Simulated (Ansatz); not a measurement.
# WC in Ansatz: the effect of functional

WC:

```
CELL_PARAMETERS angstrom
0.00000 2.14792 2.14792
2.14792 0.00000 2.14792
2.14792 2.14792 0.00000
ATOMIC_POSITIONS crystal
W 0.00000 0.00000 0.00000
C 0.50000 0.50000 0.50000
```

Measurements of this composition are mostly on another form, of space group No. 187.

The cell isn't the ideal one: volume scaled by 0.94.

Alike in all runs:

```yaml
Program: Ansatz 0.2.0
Task: single point
Potentials_or_basis: Ansatz PAW
k_mesh: 10 × 10 × 10
Occupations: fermi-dirac, width 0.05 eV
Spin: no spin polarisation
```

Problem. One run gave: pressure 7.7 GPa. Which functional did it use?
A. LDA
B. r2SCAN
C. PBEsol

Solution. A.

```tsv
functional	cutoff	pressure (GPa)
LDA	420 eV (not typed: the program's choice for these potentials)	7.7
PBEsol	420 eV (not typed: the program's choice for these potentials)	14.3
r2SCAN	500 eV (not typed: the program's choice for these potentials)	20.0
```

Caveats: the PAW data sets come from PBE, with cores solved anew for the run's functional, which leaves a small shift of forces and pressure.

Runs at the PBE level aren't shown here.
